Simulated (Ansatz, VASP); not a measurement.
One calculation of Tl, two programs

```
Tl
1.0
    -1.93129    1.93129    1.94100
     1.93129   -1.93129    1.94100
     1.95070    1.95070   -1.94100
Tl
1
Direct
  0.00000 0.00000 0.00000
```

Change from the starting cell: xy shear strain of +1 %.

Alike in both runs: task single point; functional PBE; k mesh 13 × 13 × 13; occupations fermi-dirac, width 0.05 eV; no spin polarisation.

|  | VASP | Ansatz |
| --- | --- | --- |
| version | VASP 6.6.1 | Ansatz 0.2.0 |
| potentials or method | VASP PAW PBE potentials, release 64 (Tl_d), cutoff 520 eV | all-electron LAPW, scalar-relativistic |

```csv
,VASP,Ansatz,Ansatz less VASP
pressure (GPa),2.2,2.3,+0.07
largest component of the traceless stress (GPa),0.09,0.09,-0.001
```

Ansatz ran all-electron here, so the differences hold the error of VASP's frozen core and of both bases.

Spin-orbit coupling is left out, which matters for the levels of Tl.
